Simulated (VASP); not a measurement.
# B (Pnnm) in VASP: notebook

Runs on B. Level: PBE. Tasks: relaxation of cell and atoms.

All numbers are computed with VASP 6.6.1; they aren't measurements. Logs are shortened: lines on timing, memory, paths and dates and some standing lists are left out, and cuts for length are marked.

## 1. The crystal as given

It takes space group Pnnm (No. 58, orthorhombic). The conventional cell has a = 5.058 Å, b = 5.625 Å, c = 6.988 Å, α = 90.00°, β = 90.00°, γ = 90.00°. Around B (site symmetry 1) lie 6 B at 1.76 to 1.88 Å. B (site symmetry m) is surrounded by 6 B at 1.67 to 1.81 Å. B (site symmetry m) has 6 B at 1.66 to 1.79 Å as nearest neighbours. Around B (site symmetry 1) lie 7 B at 1.77 to 1.93 Å. B (site symmetry m) is surrounded by 2 B at 1.67 to 1.72 Å.

This isn't the form of B at room conditions, which is rhombohedral.

## 2. Relaxation of cell and atoms, PBE

INCAR

```
SYSTEM = B
ALGO = Normal ; EDIFF = 1E-6
EDIFFG = -0.01 ; ENCUT = 520
GGA = PE ; IBRION = 2
ISIF = 3 ; ISMEAR = 0
KPAR = 8 ; LASPH = .TRUE.
LCHARG = .FALSE. ; LREAL = .FALSE.
LWAVE = .FALSE. ; NELM = 120
NSW = 90 ; PREC = Accurate
SIGMA = 0.1
```

KPOINTS

```
k-points
0
G
  5 5 4
  0 0 0
```

POSCAR

```
B
1.0
    5.0576000000      0.0000000000      0.0000000000
    0.0000000000      5.6245000000      0.0000000000
    0.0000000000      0.0000000000      6.9884000000
B
28
Direct
    0.1539000000      0.5938000000      0.7924000000
    0.8461000000      0.4062000000      0.7924000000
    0.6539000000      0.9062000000      0.7076000000
    0.3461000000      0.0938000000      0.7076000000
    0.8461000000      0.4062000000      0.2076000000
    0.1539000000      0.5938000000      0.2076000000
    0.3461000000      0.0938000000      0.2924000000
    0.6539000000      0.9062000000      0.2924000000
    0.6469000000      0.7284000000      0.5000000000
    0.3531000000      0.2716000000      0.5000000000
    0.1469000000      0.7716000000      0.0000000000
    0.8531000000      0.2284000000      0.0000000000
    0.3362000000      0.5076000000      0.0000000000
    0.6638000000      0.4924000000      0.0000000000
    0.8362000000      0.9924000000      0.5000000000
    0.1638000000      0.0076000000      0.5000000000
    0.8391000000      0.7189000000      0.8737000000
    0.1609000000      0.2811000000      0.8737000000
    0.3391000000      0.7811000000      0.6263000000
    0.6609000000      0.2189000000      0.6263000000
    0.1609000000      0.2811000000      0.1263000000
    0.8391000000      0.7189000000      0.1263000000
    0.6609000000      0.2189000000      0.3737000000
    0.3391000000      0.7811000000      0.3737000000
    0.6690000000      0.9823000000      0.0000000000
    0.3310000000      0.0177000000      0.0000000000
    0.1690000000      0.5177000000      0.5000000000
    0.8310000000      0.4823000000      0.5000000000
```

Potentials or basis: VASP PAW PBE potentials, release 64 (B).

Command:

```sh
$ cat potpaw_PBE.64/B/POTCAR > POTCAR
$ mpirun -np 8 vasp_std > vasp.out
```

OUTCAR:

```text
SYSTEM = B
   EDIFF = 1E-6
   EDIFFG = -0.01
   ENCUT = 520
   GGA = PE
   IBRION = 2
   ISIF = 3
   ISMEAR = 0
   LASPH = .TRUE.
   LREAL = .FALSE.
   NELM = 120
   NSW = 90
   PREC = Accurate

 ion  position               nearest neighbor table
   1  0.154  0.594  0.792-  11 1.76  13 1.79  19 1.83  17 1.83  18 1.85   2 1.88  27 2.09
   2  0.846  0.406  0.792-  12 1.76  14 1.79  20 1.83  18 1.83  17 1.85   1 1.88  28 2.09
   3  0.654  0.906  0.708-   9 1.76  15 1.79  17 1.83  19 1.83  20 1.85   4 1.88  25 2.09
   4  0.346  0.094  0.708-  10 1.76  16 1.79  18 1.83  20 1.83  19 1.85   3 1.88  26 2.09
   5  0.846  0.406  0.208-  12 1.76  14 1.79  23 1.83  21 1.83  22 1.85   6 1.88  28 2.09
   6  0.154  0.594  0.208-  11 1.76  13 1.79  24 1.83  22 1.83  21 1.85   5 1.88  27 2.09
   7  0.346  0.094  0.292-  10 1.76  16 1.79  21 1.83  23 1.83  24 1.85   8 1.88  26 2.09
   8  0.654  0.906  0.292-   9 1.76  15 1.79  22 1.83  24 1.83  23 1.85   7 1.88  25 2.09
   9  0.647  0.728  0.500-  28 1.67   8 1.76   3 1.76  15 1.77  24 1.81  19 1.81
  10  0.353  0.272  0.500-  27 1.67   7 1.76   4 1.76  16 1.77  23 1.81  20 1.81
  11  0.147  0.772  0.000-  26 1.67   6 1.76   1 1.76  13 1.77  22 1.81  17 1.81
  12  0.853  0.228  0.000-  25 1.67   5 1.76   2 1.76  14 1.77  21 1.81  18 1.81
  13  0.336  0.508  0.000-  14 1.66  11 1.77  18 1.79  21 1.79   1 1.79   6 1.79
  14  0.664  0.492  0.000-  13 1.66  12 1.77  17 1.79  22 1.79   2 1.79   5 1.79
  15  0.836  0.992  0.500-  16 1.66   9 1.77  20 1.79  23 1.79   3 1.79   8 1.79
  16  0.164  0.008  0.500-  15 1.66  10 1.77  19 1.79  24 1.79   4 1.79   7 1.79
  17  0.839  0.719  0.874-  22 1.77  14 1.79  11 1.81   3 1.83   1 1.83   2 1.85  25 1.93
  18  0.161  0.281  0.874-  21 1.77  13 1.79  12 1.81   4 1.83   2 1.83   1 1.85  26 1.93
  19  0.339  0.781  0.626-  24 1.77  16 1.79   9 1.81   1 1.83   3 1.83   4 1.85  27 1.93
  20  0.661  0.219  0.626-  23 1.77  15 1.79  10 1.81   2 1.83   4 1.83   3 1.85  28 1.93
  21  0.161  0.281  0.126-  18 1.77  13 1.79  12 1.81   7 1.83   5 1.83   6 1.85  26 1.93
  22  0.839  0.719  0.126-  17 1.77  14 1.79  11 1.81   8 1.83   6 1.83   5 1.85  25 1.93
  23  0.661  0.219  0.374-  20 1.77  15 1.79  10 1.81   5 1.83   7 1.83   8 1.85  28 1.93
  24  0.339  0.781  0.374-  19 1.77  16 1.79   9 1.81   6 1.83   8 1.83   7 1.85  27 1.93
  25  0.669  0.982  0.000-  12 1.67  26 1.72  22 1.93  17 1.93   3 2.09   8 2.09
  26  0.331  0.018  0.000-  11 1.67  25 1.72  21 1.93  18 1.93   4 2.09   7 2.09
  27  0.169  0.518  0.500-  10 1.67  28 1.72  24 1.93  19 1.93   1 2.09   6 2.09
  28  0.831  0.482  0.500-   9 1.67  27 1.72  23 1.93  20 1.93   2 2.09   5 2.09

  LATTYP: Found a simple orthorhombic cell.
 ALAT       =     5.0576000000
 B/A-ratio  =     1.1120887377
 C/A-ratio  =     1.3817621006

  Lattice vectors:

 A1 = (   5.0576000000,   0.0000000000,   0.0000000000)
 A2 = (   0.0000000000,   5.6245000000,   0.0000000000)
 A3 = (   0.0000000000,   0.0000000000,   6.9884000000)

Analysis of symmetry for initial positions (statically):
=====================================================================
 Subroutine PRICEL returns:
 Original cell was already a primitive cell.

 Routine SETGRP: Setting up the symmetry group for a
 simple orthorhombic supercell.

 Subroutine GETGRP returns: Found  8 space group operations
 (whereof  4 operations were pure point group operations)
 out of a pool of  8 trial point group operations.

The static configuration has the point symmetry C_2h.
 The point group associated with its full space group is D_2h.

Analysis of symmetry for dynamics (positions and initial velocities):
=====================================================================
 Subroutine PRICEL returns:
 Original cell was already a primitive cell.

 Routine SETGRP: Setting up the symmetry group for a
 simple orthorhombic supercell.

 Subroutine GETGRP returns: Found  8 space group operations
 (whereof  4 operations were pure point group operations)
 out of a pool of  8 trial point group operations.

[... 45 lines left out ...]
  Fermi-wavevector in a.u.,A,eV,Ry     =   1.228474  2.321479 20.533201  1.509148
  Thomas-Fermi vector in A             =   2.363398
   LORBIT       =      0    0 simple, 1 ext, 2 COOP (PROOUT), +10 PAW based schemes
   GGA     = PE    functional components
   LHFCALC =     F    Hartree Fock is set to
   AEXX    =    0.0000 exact exchange contribution
   IVDW    =     0    specifies the selected vdW correction
   LEPSILON=     F    determine dielectric tensor
   LRPA    =     F    only Hartree local field effects (RPA)
 conjugate gradient relaxation of ions
 non-spin polarized calculation
 Gauss-broadening in eV      SIGMA  =   0.10
  energy-cutoff  :      520.00
  volume of cell :      198.80
 maximum number of plane-waves:      5386
 NGX is ok and might be reduce to    40
   NGX = 19   NGY = 21   NGZ = 25

--------------------------------------- Ionic step        1  -------------------------------------------

 number of electron      84.0000001 magnetization

 Free energy of the ion-electron system (eV)
  ---------------------------------------------------
  ext. energy  EPLUGINS =         0.00000000
  ---------------------------------------------------
  free energy    TOTEN  =      -186.91216570 eV

  energy without entropy =     -186.91216570  energy(sigma->0) =     -186.91216570

------------------------ aborting loop because EDIFF is reached ----------------------------------------

  FORCE on cell =-STRESS in cart. coord.  units (eV):
  Direction    XX          YY          ZZ          XY          YZ          ZX
  --------------------------------------------------------------------------------------
  -------------------------------------------------------------------------------------
  Total       -3.0158617     -3.1286986     -5.1730999      0.0000000      0.0000000      0.0000000
  in kB      -24.3061319    -25.2155328    -41.6922460      0.0000000      0.0000000      0.0000000
  external PRESSURE =     -30.4046369 kB  Pullay stress =       0.0000000 kB
[... 167 lines left out ...]
  FREE ENERGIE OF THE ION-ELECTRON SYSTEM (eV)
  ---------------------------------------------------
  free  energy   TOTEN  =      -186.9543857767 eV

  energy  without entropy=     -186.9543857767  energy(sigma->0) =     -186.95438578

[... ionic steps 4 to 7 ...]

--------------------------------------- Ionic step        8  -------------------------------------------

 number of electron      84.0000000 magnetization

------------------------ aborting loop because EDIFF is reached ----------------------------------------
[... 119 lines left out ...]
--------------------------------------- Ionic step       10  -------------------------------------------

 number of electron      84.0000000 magnetization

 Free energy of the ion-electron system (eV)
  ---------------------------------------------------
  ext. energy  EPLUGINS =         0.00000000
  ---------------------------------------------------
  free energy    TOTEN  =      -186.96686618 eV

  energy without entropy =     -186.96686618  energy(sigma->0) =     -186.96686618

 E-fermi :   6.4573     XC(G=0): -11.8207

 val. band max:        5.9926788359   @ k =   0.0000   0.0000   0.0000
 cond. band min:       7.5367616293   @ k =   0.2000   0.4000   0.5000
 fundamental gap:      1.5440827933
 Fermi energy:         6.4573100454

 k-point     1 :       0.0000    0.0000    0.0000
  band No.  band energies     occupation
      1      -9.8896      2.00000
      2      -8.7495      2.00000
      3      -6.4921      2.00000
      4      -6.1346      2.00000
      5      -5.6906      2.00000
      6      -5.4754      2.00000
[... 1357 lines left out ...]
     53      11.2048      0.00000
     54      11.3267      0.00000

 [... further k-points ...]

 [bands above 54 left out]

------------------------ aborting loop because EDIFF is reached ----------------------------------------

  FORCE on cell =-STRESS in cart. coord.  units (eV):
  Direction    XX          YY          ZZ          XY          YZ          ZX
  --------------------------------------------------------------------------------------
  -------------------------------------------------------------------------------------
  Total       -0.0545172      0.0472228      0.0428431      0.0000000      0.0000000      0.0000000
  in kB       -0.4462770      0.3865652      0.3507129      0.0000000      0.0000000      0.0000000
  external PRESSURE =       0.0970004 kB  Pullay stress =       0.0000000 kB
[... 43 lines left out ...]
  FREE ENERGIE OF THE ION-ELECTRON SYSTEM (eV)
  ---------------------------------------------------
  free  energy   TOTEN  =      -186.9668661767 eV

  energy  without entropy=     -186.9668661767  energy(sigma->0) =     -186.96686618

 reached required accuracy - stopping structural energy minimisation
```

Run time: 5.3 min. Hardware: 8 MPI ranks of AMD EPYC 7R43 (Zen 3), shared host; peak memory 0.42 GiB.

What came out:

- Free energy: -186.9669 eV
- Relaxed volume: 6.99 Å³/atom
- Relaxed cell: a = 5.041 Å, b = 5.608 Å, c = 6.923 Å, α = 90.00°, β = 90.00°, γ = 90.00°
- Space group after relaxing (to 0.05 Å): Pnnm (No. 58)
- Energy gained by relaxing: 2.0 meV/atom
- Ionic steps: 10
- Pressure after relaxing: 0.0 GPa
- Largest force after relaxing: 0.009 eV/Å
- Band gap on the k mesh: 1.54 eV, indirect (least direct gap 1.73 eV)

Forces on the atoms (eV/Å):
```
B    0.002  0.001 -0.004
B   -0.002 -0.001 -0.004
B    0.002 -0.001  0.004
B   -0.002  0.001  0.004
B   -0.002 -0.001  0.004
B    0.002  0.001  0.004
B   -0.002  0.001 -0.004
B    0.002 -0.001 -0.004
B   -0.004  0.009  0.000
B    0.004 -0.009  0.000
B   -0.004 -0.009  0.000
B    0.004  0.009  0.000
B    0.007  0.002  0.000
B   -0.007 -0.002  0.000
B    0.007 -0.002  0.000
B   -0.007  0.002  0.000
B    0.000  0.001 -0.002
B    0.000 -0.001 -0.002
B    0.000 -0.001  0.002
B    0.000  0.001  0.002
B    0.000 -0.001  0.002
B    0.000  0.001  0.002
B    0.000  0.001 -0.002
B    0.000 -0.001 -0.002
B   -0.005 -0.005  0.000
B    0.005  0.005  0.000
B   -0.005  0.005  0.000
B    0.005 -0.005  0.000
```

Step by step:
| step | energy change (eV) | largest force (eV/Å) | pressure (GPa) | volume (Å³) |
| --- | --- | --- | --- | --- |
| 1 | 0.0000 | 0.2958 | -3.04 | 198.80 |
| 2 | -0.0308 | 0.3287 | 1.63 | 194.94 |
| 3 | -0.0422 | 0.1592 | -0.01 | 196.24 |
| 4 | -0.0516 | 0.1608 | 0.31 | 195.56 |
| 5 | -0.0518 | 0.1170 | 0.27 | 195.66 |
| 6 | -0.0539 | 0.0709 | -0.11 | 195.79 |
| 7 | -0.0541 | 0.0428 | -0.03 | 195.76 |
| 8 | -0.0546 | 0.0186 | -0.03 | 195.75 |
| 9 | -0.0546 | 0.0199 | -0.03 | 195.75 |
| 10 | -0.0547 | 0.0095 | 0.01 | 195.72 |

Final structure:
```
CELL_PARAMETERS angstrom
5.04102 0.00000 0.00000
0.00000 5.60803 0.00000
0.00000 0.00000 6.92325
ATOMIC_POSITIONS crystal
B 0.15282 0.59260 0.79096
B 0.84718 0.40740 0.79096
B 0.65282 0.90740 0.70904
B 0.34718 0.09260 0.70904
B 0.84718 0.40740 0.20904
B 0.15282 0.59260 0.20904
B 0.34718 0.09260 0.29096
B 0.65282 0.90740 0.29096
B 0.64796 0.72869 0.50000
B 0.35204 0.27131 0.50000
B 0.14796 0.77131 0.00000
B 0.85204 0.22869 0.00000
B 0.33564 0.50807 0.00000
B 0.66436 0.49193 0.00000
B 0.83564 0.99193 0.50000
B 0.16436 0.00807 0.50000
B 0.83939 0.71893 0.87432
B 0.16061 0.28107 0.87432
B 0.33939 0.78107 0.62568
B 0.66061 0.21893 0.62568
B 0.16061 0.28107 0.12568
B 0.83939 0.71893 0.12568
B 0.66061 0.21893 0.37432
B 0.33939 0.78107 0.37432
B 0.67019 0.97927 0.00000
B 0.32981 0.02073 0.00000
B 0.17019 0.52073 0.50000
B 0.82981 0.47927 0.50000
```

Caveat: an odd mesh through Γ misses points on the zone boundary, where band edges often lie.

## 3. Relaxation of cell and atoms, PBE

This run uses another cell than the first one, of 6.99 Å³/atom, 0.985 times its volume.

INCAR

```
SYSTEM = B
ALGO = Normal ; EDIFF = 1E-7
EDIFFG = -0.005 ; ENCUT = 520
GGA = PE ; IBRION = 2
ISIF = 3 ; ISMEAR = 0
KPAR = 8 ; LASPH = .TRUE.
LCHARG = .FALSE. ; LREAL = .FALSE.
LWAVE = .FALSE. ; NELM = 120
NSW = 60 ; POTIM = 0.3
PREC = Accurate ; SIGMA = 0.1
```

KPOINTS is that of step 2.

POSCAR

```
B                                       
1.0
    5.0410228430     -0.0000000000      0.0000000000
   -0.0000000000      5.6080338384      0.0000000000
    0.0000000000      0.0000000000      6.9232501171
  B             
    28
Direct
     0.1528203751216984    0.5926020822713173    0.7909570207311699
     0.8471796248783017    0.4073979177286830    0.7909570207311699
     0.6528203751216983    0.9073979177286827    0.7090429792688301
     0.3471796248783017    0.0926020822713171    0.7090429792688301
     0.8471796248783017    0.4073979177286830    0.2090429792688301
     0.1528203751216984    0.5926020822713173    0.2090429792688301
     0.3471796248783017    0.0926020822713171    0.2909570207311699
     0.6528203751216983    0.9073979177286827    0.2909570207311699
     0.6479636706211379    0.7286892188895830    0.5000000000000000
     0.3520363293788620    0.2713107811104170    0.5000000000000000
     0.1479636706211380    0.7713107811104170    0.0000000000000000
     0.8520363293788621    0.2286892188895830    0.0000000000000000
     0.3356433682430399    0.5080667800257590    0.0000000000000000
     0.6643566317569600    0.4919332199742411    0.0000000000000000
     0.8356433682430400    0.9919332199742410    0.5000000000000000
     0.1643566317569600    0.0080667800257589    0.5000000000000000
     0.8393856689009541    0.7189316733960572    0.8743204289326278
     0.1606143310990459    0.2810683266039427    0.8743204289326278
     0.3393856689009540    0.7810683266039428    0.6256795710673722
     0.6606143310990459    0.2189316733960572    0.6256795710673722
     0.1606143310990459    0.2810683266039427    0.1256795710673723
     0.8393856689009541    0.7189316733960572    0.1256795710673723
     0.6606143310990459    0.2189316733960572    0.3743204289326277
     0.3393856689009540    0.7810683266039428    0.3743204289326277
     0.6701871011416889    0.9792708094500742    0.0000000000000000
     0.3298128988583113    0.0207291905499260    0.0000000000000000
     0.1701871011416886    0.5207291905499258    0.5000000000000000
     0.8298128988583111    0.4792708094500741    0.5000000000000000
```

Potentials or basis: VASP PAW PBE potentials, release 64 (B).

Command:

```sh
$ cat potpaw_PBE.64/B/POTCAR > POTCAR
$ mpirun -np 8 vasp_std > vasp.out
```

Wall time 91 s (8 MPI ranks of AMD EPYC 7R43 (Zen 3), shared host); peak memory 0.42 GiB.

The run converged. Its results:

| Property | Result |
| --- | --- |
| Free energy | -186.9647 eV |
| Energy gained by relaxing | 0.0 meV/atom |
| Ionic steps | 2 |
| Pressure after relaxing | 0.0 GPa |
| Largest force after relaxing | 0.005 eV/Å |
| Band gap on the k mesh | 1.54 eV, indirect (least direct gap 1.73 eV) |

Forces on the atoms (eV/Å):
```
B    0.002 -0.001  0.000
B   -0.002  0.001  0.000
B    0.002  0.001  0.000
B   -0.002 -0.001  0.000
B   -0.002  0.001  0.000
B    0.002 -0.001  0.000
B   -0.002 -0.001  0.000
B    0.002  0.001  0.000
B    0.002 -0.001  0.000
B   -0.002  0.001  0.000
B    0.002  0.001  0.000
B   -0.002 -0.001  0.000
B   -0.004  0.000  0.000
B    0.004  0.000  0.000
B   -0.004  0.000  0.000
B    0.004  0.000  0.000
B   -0.001 -0.001  0.001
B    0.001  0.001  0.001
B   -0.001  0.001 -0.001
B    0.001 -0.001 -0.001
B    0.001  0.001 -0.001
B   -0.001 -0.001 -0.001
B    0.001 -0.001  0.001
B   -0.001  0.001  0.001
B    0.003  0.003  0.000
B   -0.003 -0.003  0.000
B    0.003 -0.003  0.000
B   -0.003  0.003  0.000
```

Final structure:
```cif
data_structure
_symmetry_space_group_name_H-M 'P 1'
_symmetry_Int_Tables_number 1
_cell_length_a 5.0408
_cell_length_b 5.6083
_cell_length_c 6.9236
_cell_angle_alpha 90.000
_cell_angle_beta 90.000
_cell_angle_gamma 90.000
_cell_volume 195.73
loop_
_atom_site_label
_atom_site_type_symbol
_atom_site_fract_x
_atom_site_fract_y
_atom_site_fract_z
_atom_site_occupancy
B1 B 0.15283 0.59261 0.79094 1
B2 B 0.84717 0.40739 0.79094 1
B3 B 0.65283 0.90739 0.70906 1
B4 B 0.34717 0.09261 0.70906 1
B5 B 0.84717 0.40739 0.20906 1
B6 B 0.15283 0.59261 0.20906 1
B7 B 0.34717 0.09261 0.29094 1
B8 B 0.65283 0.90739 0.29094 1
B9 B 0.64794 0.72873 0.50000 1
B10 B 0.35206 0.27127 0.50000 1
B11 B 0.14794 0.77127 0.00000 1
B12 B 0.85206 0.22873 0.00000 1
B13 B 0.33569 0.50808 0.00000 1
B14 B 0.66431 0.49192 0.00000 1
B15 B 0.83569 0.99192 0.50000 1
B16 B 0.16431 0.00808 0.50000 1
B17 B 0.83939 0.71894 0.87431 1
B18 B 0.16062 0.28106 0.87431 1
B19 B 0.33938 0.78106 0.62569 1
B20 B 0.66061 0.21894 0.62569 1
B21 B 0.16062 0.28106 0.12569 1
B22 B 0.83939 0.71894 0.12569 1
B23 B 0.66061 0.21894 0.37431 1
B24 B 0.33938 0.78106 0.37431 1
B25 B 0.67016 0.97924 0.00000 1
B26 B 0.32984 0.02076 0.00000 1
B27 B 0.17016 0.52076 0.50000 1
B28 B 0.82984 0.47924 0.50000 1
```

Levels at points of the mesh, in eV from the valence-band top:
```
           k point  band 38  band 39  band 40  band 41  band 42  band 43  band 44  band 45  band 46  band 47
(0.00, 0.00, 0.00)    -1.34    -0.94    -0.51    -0.34     0.00     2.46     2.86     3.21     3.84     3.92
(0.00, 0.00, 0.50)    -1.65    -0.67    -0.67    -0.16    -0.16     1.99     1.99     3.88     3.88     4.04
```

Caveat: an odd mesh through Γ misses points on the zone boundary, where band edges often lie. A hybrid or GW would open this gap; PBE tends to underestimate it.
